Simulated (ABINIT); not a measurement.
Crystal: Ge.

```
Ge
1.0
     1.39715   -2.60052    0.00000
     1.39715    2.60052    0.00000
     0.00000    0.00000    2.69823
Ge
1
Direct
  0.50000 0.50000 0.00000
```

This isn't the form of Ge at room conditions, which is diamond.

Base run:

* Program: ABINIT 10.8.3 (patched build)
* Functional: LDA
* Potentials or basis: PseudoDojo NC SR LDA v0.4 stringent
* Cutoff: 1524 eV
* k mesh: 8 × 8 × 8
* Occupations: fermi-dirac, width 0.05 eV
* Spin: no spin polarisation

Its results: band gap on the k mesh none (metal or under the smearing width); pressure -7.5 GPa.

Question: The run is repeated on the same cell with these changes: k mesh from 8 × 8 × 8 to 12 × 12 × 12. What comes out?

Answer: Band gap on the k mesh none (metal or under the smearing width); pressure -7.1 GPa.

Not every run made on this cell is shown here.
